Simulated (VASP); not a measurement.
# Ge (Cmmm) in VASP: a series of runs

One crystal, Ge, is run at these levels: PBE, PBEsol; tasks: single point, atomic charges.

Program: VASP 6.6.1. These are calculated values, not measurements. Logs are shortened: lines on timing, memory, paths and dates and some standing lists are left out, and cuts for length are marked.

## (1) Starting point

Symmetry: Cmmm, No. 65, orthorhombic system. Conventional cell: a = 2.794 Å, b = 5.201 Å, c = 2.698 Å, α = 90.00°, β = 90.00°, γ = 90.00°. Ge (site symmetry mmm) has 8 Ge at 2.70 to 2.95 Å as nearest neighbours.

This isn't the form of Ge at room conditions, which is diamond.

## (2) Single point, PBE

File INCAR:

```
PREC = Accurate
ENCUT = 520
EDIFF = 1E-6
ISMEAR = 0
SIGMA = 0.05
LREAL = F
LASPH = T
NELM = 60
ALGO = Fast
ISIF = 2
LWAVE = F
LCHARG = F
GGA = PE
NBANDS = 13
```

File KPOINTS:

```
Automatic mesh
0
Gamma
  11 11 10
```

File POSCAR:

```
Ge
2.9521
    0.473272924359     -0.880903763423      0.000000000000
    0.473272924359      0.880903763423      0.000000000000
    0.000000000000      0.000000000000      0.914003929406
Ge
1
Direct
    0.5000000000      0.5000000000      0.0000000000
```

Potentials or basis: VASP PAW PBE potentials, release 64 (Ge_d).

Command:

```bash
$ cat potpaw_PBE.64/Ge_d/POTCAR > POTCAR
$ mpirun -np 1 vasp_std > vasp.out
```

OUTCAR:

```text
PREC = Accurate
   ENCUT = 520
   EDIFF = 1E-6
   ISMEAR = 0
   LREAL = F
   LASPH = T
   NELM = 60
   ISIF = 2
   GGA = PE

 ion  position               nearest neighbor table
   1  0.500  0.500  0.000-

  LATTYP: Found a base centered orthorhombic cell.
 ALAT       =     2.7942980000
 B/A-ratio  =     1.8613018368
 C/A-ratio  =     0.9656203454

  Lattice vectors:

 A1 = (   1.3971490000,  -2.6005160000,   0.0000000000)
 A2 = (   1.3971490000,   2.6005160000,   0.0000000000)
 A3 = (   0.0000000000,   0.0000000000,   2.6982310000)

Analysis of symmetry for initial positions (statically):
=====================================================================
 Subroutine PRICEL returns:
 Original cell was already a primitive cell.

 Routine SETGRP: Setting up the symmetry group for a
 base centered orthorhombic supercell.

 Subroutine GETGRP returns: Found  8 space group operations
 (whereof  8 operations were pure point group operations)
 out of a pool of  8 trial point group operations.

The static configuration has the point symmetry D_2h.

Analysis of symmetry for dynamics (positions and initial velocities):
=====================================================================
 Subroutine PRICEL returns:
 Original cell was already a primitive cell.

 Routine SETGRP: Setting up the symmetry group for a
 base centered orthorhombic supercell.

 Subroutine GETGRP returns: Found  8 space group operations
 (whereof  8 operations were pure point group operations)
 out of a pool of  8 trial point group operations.

The dynamic configuration has the point symmetry D_2h.

 Subroutine INISYM returns: Found  8 space group operations
 (whereof  8 operations are pure point group operations),
 and found     1 'primitive' translations

----------------------------------------------------------------------------------------

                                     Primitive cell

  volume of cell :      19.6070

  direct lattice vectors                    reciprocal lattice vectors
     1.397149000 -2.600516000  0.000000000     0.357871637 -0.192269534  0.000000000
     1.397149000  2.600516000  0.000000000     0.357871637  0.192269534  0.000000000
     0.000000000  0.000000000  2.698231000     0.000000000  0.000000000  0.370613191

  length of vectors
     2.952068562  2.952068562  2.698231000     0.406250763  0.406250763  0.370613191

[... 86 lines left out ...]
   POTIM  = 0.5000    time-step for ionic-motion
   TEBEG  =    0.0;   TEEND  =   0.0 temperature during run
   PSTRESS=    0.0 pullay stress
   NELECT =      14.0000    total number of electrons
   NUPDOWN=      -1.0000    fix difference up-down
   EMIN   =  10.00;   EMAX   =-10.00  energy-range for DOS
   EFERMI =   0.00;   METHOD = LEGACY
   ISMEAR =     0;   SIGMA  =   0.05  broadening in eV -4-tet -1-fermi 0-gaus
   EFERMI_NEDOS =   21; number of points for ismear=-14 and -15
   IALGO  =     68    algorithm
   IMIX   =      4    mixing-type and parameters
     AMIX     =   0.40;   BMIX     =  1.00
     AMIX_MAG =   1.60;   BMIX_MAG =  1.00
  volume/ion in A,a.u.               =      19.61       132.31
  Fermi-wavevector in a.u.,A,eV,Ry     =   1.463234  2.765111 29.130796  2.141053
  Thomas-Fermi vector in A             =   2.579353
   LORBIT       =      0    0 simple, 1 ext, 2 COOP (PROOUT), +10 PAW based schemes
   GGA     = PE    functional components
   LHFCALC =     F    Hartree Fock is set to
   AEXX    =    0.0000 exact exchange contribution
   IVDW    =     0    specifies the selected vdW correction
   LEPSILON=     F    determine dielectric tensor
   LRPA    =     F    only Hartree local field effects (RPA)
 non-spin polarized calculation
 RMM-DIIS sequential band-by-band and
 Gauss-broadening in eV      SIGMA  =   0.05
  energy-cutoff  :      520.00
  volume of cell :       19.61
 maximum number of plane-waves:       542
 NGX is ok and might be reduce to    24
   NGX = 11   NGY = 11   NGZ = 11

 number of electron      14.0000003 magnetization

 Free energy of the ion-electron system (eV)
  ---------------------------------------------------
  ext. energy  EPLUGINS =         0.00000000
  ---------------------------------------------------
  free energy    TOTEN  =        -4.26713571 eV

  energy without entropy =       -4.26646787  energy(sigma->0) =       -4.26680179

 E-fermi :   6.1955     XC(G=0): -11.0382

 val. band max:        6.1920839380   @ k =   0.3636   0.1818   0.1000
 cond. band min:       6.1972776867   @ k =   0.4545   0.0909   0.4000
 fundamental gap:      0.0051937487
 Fermi energy:         6.1955328025

 k-point     1 :       0.0000    0.0000    0.0000
  band No.  band energies     occupation
      1     -18.5253      2.00000
      2     -18.4731      2.00000
      3     -18.4225      2.00000
      4     -18.3166      2.00000
      5     -18.2956      2.00000
      6      -6.6457      2.00000
      7      12.8820      0.00000
      8      13.3514      0.00000
      9      14.8623      0.00000
     10      16.3759      0.00000
     11      18.7118      0.00000
     12      21.0929      0.00000
     13      21.2207      0.00000
[... 354 lines left out ...]
  band No.  band energies     occupation
      1     -18.5166      2.00000
      2     -18.4690      2.00000
      3     -18.3977      2.00000
      4     -18.3283      2.00000
      5     -18.2978      2.00000
      6      -5.9388      2.00000
      7       8.4558      0.00000
      8      13.4311      0.00000
      9      13.5440      0.00000
     10      16.8171      0.00000
     11      18.3409      0.00000
     12      24.0007      0.00000
     13      24.0380      0.00000

 [... further k-points ...]

------------------------ aborting loop because EDIFF is reached ----------------------------------------

  FORCE on cell =-STRESS in cart. coord.  units (eV):
  Direction    XX          YY          ZZ          XY          YZ          ZX
  --------------------------------------------------------------------------------------
  -------------------------------------------------------------------------------------
  Total        0.1727201     -0.2944328      0.0343902     -0.0000000      0.0000000      0.0000000
  in kB       14.1137420    -24.0594307      2.8101749     -0.0000000      0.0000000      0.0000000
  external PRESSURE =      -2.3785046 kB  Pullay stress =       0.0000000 kB

 VOLUME and BASIS-vectors are now :
 -----------------------------------------------------------------------------
  energy-cutoff  :      520.00
  volume of cell :       19.61
      direct lattice vectors                 reciprocal lattice vectors
     1.397149000 -2.600516000  0.000000000     0.357871637 -0.192269534  0.000000000
     1.397149000  2.600516000  0.000000000     0.357871637  0.192269534  0.000000000
     0.000000000  0.000000000  2.698231000     0.000000000  0.000000000  0.370613191

 POSITION                                       TOTAL-FORCE (eV/Angst)
 -----------------------------------------------------------------------------------
      1.39715      0.00000      0.00000        -0.000000      0.000000      0.000000
 -----------------------------------------------------------------------------------
    total drift:                               -0.000000     -0.000000     -0.000000

  FREE ENERGIE OF THE ION-ELECTRON SYSTEM (eV)
  ---------------------------------------------------
  free  energy   TOTEN  =        -4.2671357064 eV

  energy  without entropy=       -4.2664678678  energy(sigma->0) =       -4.26680179
```

Run time: 21 s. Hardware: 1 thread of Intel Xeon Platinum 8488C (Sapphire Rapids), shared host; peak memory 0.17 GiB.

What came out:

```
Free energy            : -4.2671 eV
Pressure               : -0.2 GPa
Band gap on the k mesh : none (metal or under the smearing width)
```

## (3) Single point, PBE

File run.py:

```python
from ase.calculators.vasp import Vasp
from ase.dft.bandgap import bandgap
from ase.io import read

atoms = read('Ge.cif')
calc = Vasp(
    directory='calc',
    xc='pbe',
    pp='PBE',
    setups='materialsproject',
    prec='Accurate',
    encut=520,
    ediff=1e-07,
    ismear=0,
    sigma=0.05,
    lreal=False,
    lasph=True,
    nelm=60,
    algo='Fast',
    isif=2,
    lwave=False,
    lcharg=False,
    kpts=[11, 11, 10],
    gamma=True,
    nbands=13,
)
atoms.calc = calc

print('energy (eV):', atoms.get_potential_energy())
print('free energy (eV):', atoms.get_potential_energy(force_consistent=True))
print('forces (eV/A):')
print(atoms.get_forces())
print('stress (eV/A^3, Voigt):', atoms.get_stress())
print('Fermi level (eV):', calc.get_fermi_level())
gap, top, bottom = bandgap(calc)
print('band gap (eV):', gap, 'from (spin, k, band)', top, 'to', bottom)
```

File Ge.cif:

```cif
data_Ge
_cell_length_a 2.95206856
_cell_length_b 2.95206856
_cell_length_c 2.69823100
_cell_angle_alpha 90.00000000
_cell_angle_beta 90.00000000
_cell_angle_gamma 123.50542487
_space_group_name_H-M_alt 'P1'
_space_group_name_Hall 'P 1'
_space_group_IT_number 1
loop_
_space_group_symop_operation_xyz
'x,y,z'
loop_
_atom_site_label
_atom_site_type_symbol
_atom_site_symmetry_multiplicity
_atom_site_Wyckoff_symbol
_atom_site_fract_x
_atom_site_fract_y
_atom_site_fract_z
_atom_site_occupancy
Ge1 Ge 1 a 0.5000000000 0.5000000000 0.0000000000 1
```

Potentials or basis: VASP PAW PBE potentials, release 64 (Ge_d).

Command:

```bash
$ python run.py
```

The program printed:

```text
energy (eV): -4.26680176
free energy (eV): -4.26713566
forces (eV/A):
[[-0.  0.  0.]]
stress (eV/A^3, Voigt): [ 0.01129354 -0.00185947 -0.00014778 -0.         -0.         -0.00993397]
Fermi level (eV): 6.19563024
band gap (eV): 0.0 from (spin, k, band) (None, None, None) to (None, None, None)
```

OUTCAR:

```text
ENCUT = 520.000000
   EDIFF = 1.00e-07
   GGA = PE
   PREC = Accurate
   ISIF = 2
   ISMEAR = 0
   NELM = 60
[... 605 lines left out ...]
 -----------------------------------------------------------------------------------
      0.66124      1.23077      0.00000        -0.000000      0.000000      0.000000
 -----------------------------------------------------------------------------------
    total drift:                                0.000000     -0.000000     -0.000000

  FREE ENERGIE OF THE ION-ELECTRON SYSTEM (eV)
  ---------------------------------------------------
  free  energy   TOTEN  =        -4.2671356641 eV

  energy  without entropy=       -4.2664678554  energy(sigma->0) =       -4.26680176
```

INCAR:

```text
ENCUT = 520.000000
SIGMA = 0.050000
EDIFF = 1.00e-07
ALGO = Fast
GGA = PE
PREC = Accurate
ISIF = 2
ISMEAR = 0
NBANDS = 13
NELM = 60
LASPH = .TRUE.
LCHARG = .FALSE.
LWAVE = .FALSE.
LREAL = .FALSE.
```

Wall time 25 s (1 thread of Intel Xeon Platinum 8488C (Sapphire Rapids), shared host); peak memory 0.17 GiB.

What came out:

* Free energy: -4.2671 eV
* Pressure: -0.5 GPa
* Band gap on the k mesh: none (metal or under the smearing width)

Stress tensor (GPa, compression positive):
```
-1.81  1.59  0.00
 1.59  0.30  0.00
 0.00  0.00  0.02
```

## (4) Atomic charges, PBEsol, spin-orbit coupling, no magnetisation

File INCAR:

```
SYSTEM = Ge
PREC     = Accurate       ! precision mode
ENCUT    = 520            ! plane-wave cutoff, eV
EDIFF    = 1E-6           ! SCF threshold, eV
ISMEAR   = -5             ! smearing method
SIGMA    = 0.05           ! smearing width, eV
LREAL    = .FALSE.        ! projectors in reciprocal space
LASPH    = .TRUE.         ! aspherical terms in the spheres
NELM     = 60             ! most SCF steps
ALGO     = Normal         ! electronic algorithm
ISIF     = 2              ! what is computed and relaxed
LWAVE    = .FALSE.        ! write WAVECAR
LCHARG   = .FALSE.        ! write CHGCAR
MAGMOM   = 0 0 0          ! initial moments
LORBIT   = 11             ! projections on sites
LSORBIT  = .TRUE.         ! spin-orbit coupling
GGA_COMPAT= .FALSE.      
GGA      = PS             ! functional
```

File KPOINTS:

```
Automatic mesh
0
G
  8 8 7
  0 0 0
```

File POSCAR:

```
Ge
1.0
    1.3971490000     -2.6005160000      0.0000000000
    1.3971490000      2.6005160000      0.0000000000
    0.0000000000      0.0000000000      2.6982310000
Ge
1
Cartesian
    1.3971490000      0.0000000000      0.0000000000
```

Potentials or basis: VASP PAW PBE potentials, release 64 (Ge_d).

Command:

```bash
$ cat potpaw_PBE.64/Ge_d/POTCAR > POTCAR
$ mpirun -np 1 vasp_ncl > vasp.out
```

OUTCAR:

```text
SYSTEM = Ge
   PREC = Accurate
   ENCUT = 520
   EDIFF = 1E-6
   ISMEAR = -5
   LREAL = .FALSE.
   LASPH = .TRUE.
   NELM = 60
   ISIF = 2
   LORBIT = 11
   LSORBIT = .TRUE.
   GGA = PS

 ion  position               nearest neighbor table
   1  0.500  0.500  0.000-

  LATTYP: Found a base centered orthorhombic cell.
 ALAT       =     2.7942980000
 B/A-ratio  =     1.8613018368
 C/A-ratio  =     0.9656203454

  Lattice vectors:

 A1 = (   1.3971490000,  -2.6005160000,   0.0000000000)
 A2 = (   1.3971490000,   2.6005160000,   0.0000000000)
 A3 = (   0.0000000000,   0.0000000000,   2.6982310000)

Analysis of symmetry for initial positions (statically):
=====================================================================
 Subroutine PRICEL returns:
 Original cell was already a primitive cell.

 Routine SETGRP: Setting up the symmetry group for a
 base centered orthorhombic supercell.

 Subroutine GETGRP returns: Found  8 space group operations
 (whereof  8 operations were pure point group operations)
 out of a pool of  8 trial point group operations.

The static configuration has the point symmetry D_2h.

Analysis of symmetry for dynamics (positions and initial velocities):
=====================================================================
 Subroutine PRICEL returns:
 Original cell was already a primitive cell.

 Routine SETGRP: Setting up the symmetry group for a
 base centered orthorhombic supercell.

 Subroutine GETGRP returns: Found  8 space group operations
 (whereof  8 operations were pure point group operations)
 out of a pool of  8 trial point group operations.

The dynamic configuration has the point symmetry D_2h.

Analysis of structural, dynamic, and magnetic symmetry:
=====================================================================
[... 173 lines left out ...]
  band No.  band energies     occupation
      1     -18.8267      1.00000
      2     -18.8267      1.00000
      3     -18.8077      1.00000
      4     -18.8077      1.00000
      5     -18.2688      1.00000
      6     -18.2688      1.00000
[... 589 lines left out ...]
     21      21.8892      0.00000
     22      21.8892      0.00000

 [... further k-points ...]

------------------------ aborting loop because EDIFF is reached ----------------------------------------

  FORCE on cell =-STRESS in cart. coord.  units (eV):
  Direction    XX          YY          ZZ          XY          YZ          ZX
  --------------------------------------------------------------------------------------
  -------------------------------------------------------------------------------------
  Total       -0.3337509     -0.7077435     -0.4697626     -0.0000000      0.0000000      0.0000000
  in kB      -27.2722929    -57.8329153    -38.3864244     -0.0000000      0.0000000      0.0000000
  external PRESSURE =     -41.1638776 kB  Pullay stress =       0.0000000 kB

 VOLUME and BASIS-vectors are now :
 -----------------------------------------------------------------------------
  energy-cutoff  :      520.00
  volume of cell :       19.61
      direct lattice vectors                 reciprocal lattice vectors
     1.397149000 -2.600516000  0.000000000     0.357871637 -0.192269534  0.000000000
     1.397149000  2.600516000  0.000000000     0.357871637  0.192269534  0.000000000
     0.000000000  0.000000000  2.698231000     0.000000000  0.000000000  0.370613191

 POSITION                                       TOTAL-FORCE (eV/Angst)
 -----------------------------------------------------------------------------------
      1.39715      0.00000      0.00000         0.000000      0.000000      0.000000
 -----------------------------------------------------------------------------------
    total drift:                               -0.000000     -0.000000      0.000000

  FREE ENERGIE OF THE ION-ELECTRON SYSTEM (eV)
  ---------------------------------------------------
  free  energy   TOTEN  =        -4.7474044436 eV

  energy  without entropy=       -4.7474044436  energy(sigma->0) =       -4.74740444

 Spin-Orbit-Coupling matrix elements

 Ion:    1  E_soc:     -0.0186130
 l=   1
     0.0000000    -0.0022020    -0.0020992
    -0.0022020     0.0000000    -0.0022119
    -0.0020992    -0.0022119     0.0000000
 l=   2
     0.0000000    -0.0001877     0.0000000    -0.0001885    -0.0007452
    -0.0001877     0.0000000    -0.0005533    -0.0001902    -0.0001875
     0.0000000    -0.0005533     0.0000000    -0.0005543     0.0000000
    -0.0001885    -0.0001902    -0.0005543     0.0000000    -0.0001869
    -0.0007452    -0.0001875     0.0000000    -0.0001869     0.0000000
 l=   3
     0.0000000     0.0000000     0.0000000     0.0000000     0.0000000     0.0000000     0.0000000
     0.0000000     0.0000000     0.0000000     0.0000000     0.0000000     0.0000000     0.0000000
     0.0000000     0.0000000     0.0000000     0.0000000     0.0000000     0.0000000     0.0000000
     0.0000000     0.0000000     0.0000000     0.0000000     0.0000000     0.0000000     0.0000000
     0.0000000     0.0000000     0.0000000     0.0000000     0.0000000     0.0000000     0.0000000
     0.0000000     0.0000000     0.0000000     0.0000000     0.0000000     0.0000000     0.0000000
     0.0000000     0.0000000     0.0000000     0.0000000     0.0000000     0.0000000     0.0000000

 total charge

# of ion       s       p       d       tot
------------------------------------------
    1        1.221   0.976  10.018  12.214

 magnetization (x)

# of ion       s       p       d       tot
------------------------------------------
    1        0.000   0.000   0.000   0.000

 magnetization (y)

# of ion       s       p       d       tot
------------------------------------------
    1        0.000   0.000   0.000   0.000

 magnetization (z)

# of ion       s       p       d       tot
------------------------------------------
    1        0.000  -0.000   0.000   0.000
```

stdout:

```text
POSCAR found type information on POSCAR Ge
 POSCAR found :  1 types and       1 ions
 scaLAPACK will be used
 -----------------------------------------------------------------------------
|                                                                             |
[... 23 lines left out ...]
|     occupations, so forces and stress will be inaccurate. We suggest        |
|     using a different smearing scheme ISMEAR = 1 or 2 for metals in         |
|     relaxations.                                                            |
|                                                                             |
 -----------------------------------------------------------------------------
```

Run time: 32 s. Hardware: 1 thread of Intel Xeon Platinum 8488C (Sapphire Rapids), shared host; peak memory 0.21 GiB.

Results:

```
Free energy                                           : -4.7474 eV
Pressure                                              : -4.1 GPa
Valence electrons inside the program's atomic spheres : Ge 12.21
```

Caveat: the PAW data sets were made with another functional, which shifts forces and pressure a little.
